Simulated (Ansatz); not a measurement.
# As: LAPW beside PAW

The same cell of As is computed with LAPW, all electrons, PAW with frozen cores and datasets made for this crystal, to set the results side by side.

Program: Ansatz 0.2.0. Level of theory: DFT PBE, scalar-relativistic. These are calculated values, not measurements.

### 1 The structure to begin with

Symmetry: Cmce, No. 64, orthorhombic system. Conventional cell: a = 3.650 Å, b = 11.000 Å, c = 4.470 Å, α = 90.00°, β = 90.00°, γ = 90.00°. As (site symmetry m) is surrounded by 3 As at 2.48 to 2.49 Å.

Structure file:

```
CELL_PARAMETERS angstrom
1.82500 -5.50000 0.00000
1.82500 5.50000 0.00000
0.00000 0.00000 4.47000
ATOMIC_POSITIONS crystal
As 0.11000 0.89000 0.94000
As 0.61000 0.39000 0.56000
As 0.89000 0.11000 0.06000
As 0.39000 0.61000 0.44000
```

The cell is a deposited one (Crystallography Open Database entry 9013006); the temperature and pressure of the measurement aren't taken into account, and nothing was relaxed.

Atoms are numbered in the order of the input: As1, As2, As3, As4.

### 2 LAPW, all electrons

Input file input.yaml:

```yaml
crystal:
  lattice:
    - [1.825, -5.5, 0.0]
    - [1.825, 5.5, 0.0]
    - [0.0, 0.0, 4.47]
  atoms:
    - { symbol: As, position: [0.11, 0.89, 0.94] }
    - { symbol: As, position: [0.61, 0.39, 0.56] }
    - { symbol: As, position: [0.89, 0.11, 0.06] }
    - { symbol: As, position: [0.39, 0.61, 0.44] }
kpoints:
  mp_grid: { grid: [10, 10, 8] }
  band_path:
    path:
      - [0.0, 0.0, 0.0]
      - [-0.5, 0.5, 0.0]
      - [-0.2775258264, 0.7224741736, 0.0]
      - [0.2775258264, 0.2775258264, 0.0]
      - [0.0, 0.0, 0.0]
      - [0.0, 0.0, 0.5]
      - [0.2775258264, 0.2775258264, 0.5]
      - [-0.2775258264, 0.7224741736, 0.5]
      - [-0.5, 0.5, 0.5]
    npoints: 8
scf:
  occupations: { method: fermi_dirac, width: 0.05 }
hamiltonian:
  xc: pbe
  pseudopotentials: { kind: all_electron, lapw: { basis_error: 0.001 } }
output:
  forces: true
  stress: true
  eigenvalues: true
  populations: true
  dos: { projected: true, de: 0.2, e_range: [-14, 8] }
```

Launch:

```console
$ ansatz run input.yaml --threads 1 --pin off --max-ram 3072MiB --backend cpu --events-out ev --progress --plain --runs-dir out
```

### 3 PAW with frozen cores

input.yaml: that of step 2 with these lines changed.

```diff
@@ -28,3 +28,3 @@
   xc: pbe
-  pseudopotentials: { kind: all_electron, lapw: { basis_error: 0.001 } }
+  pseudopotentials: { kind: paw }
 output:
@@ -33,3 +33,5 @@
   eigenvalues: true
+  efg: { contact_densities: true }
   populations: true
+  bader: true
   dos: { projected: true, de: 0.2, e_range: [-14, 8] }
```

### 4 Datasets made for this crystal

input.yaml: that of step 3 with these lines changed.

```diff
@@ -28,3 +28,3 @@
   xc: pbe
-  pseudopotentials: { kind: paw }
+  pseudopotentials: { kind: all_electron, datasets: crystal }
 output:
@@ -34,4 +34 @@
   efg: { contact_densities: true }
-  populations: true
-  bader: true
-  dos: { projected: true, de: 0.2, e_range: [-14, 8] }
```

(Steps that only read results are left out.)

Q: Predict the outcome of this session. Wanted: pressure; gap; largest force; Bader charges.

**Answer**, as computed:

```
           quantity                                               value
           pressure      LAPW 2.98, PAW 2.98, crystal datasets 2.98 GPa
         gap (LAPW)                                                none
      largest force  LAPW 0.131, PAW 0.132, crystal datasets 0.131 eV/Å
Bader charges (PAW)                                         As1 +0.00 e
```

At this geometry the cell is under compression of 3.0 GPa, so it would expand if let go. Bands reach the Fermi level, so no gap opens at this level of theory, which can close a small real gap. Within 0.3 eV of the Fermi level the largest projected share is As 4p (85 %). The projection holds only the free atom's occupied shells (As 4s, As 4p in this range). The field gradient at As1, the largest by crystal datasets, is -9.99 by PAW and -10.03 by crystal datasets (10²¹ V/m²), within 5 %. In pressure, PAW differs from LAPW by less than 0.01 GPa. The forces differ by at most 2 meV/Å in a component, on a largest force of 0.131 eV/Å. The price, with the outputs that each input asks for: 3.4 min for LAPW against 73 s for PAW, about 2.8 to one.
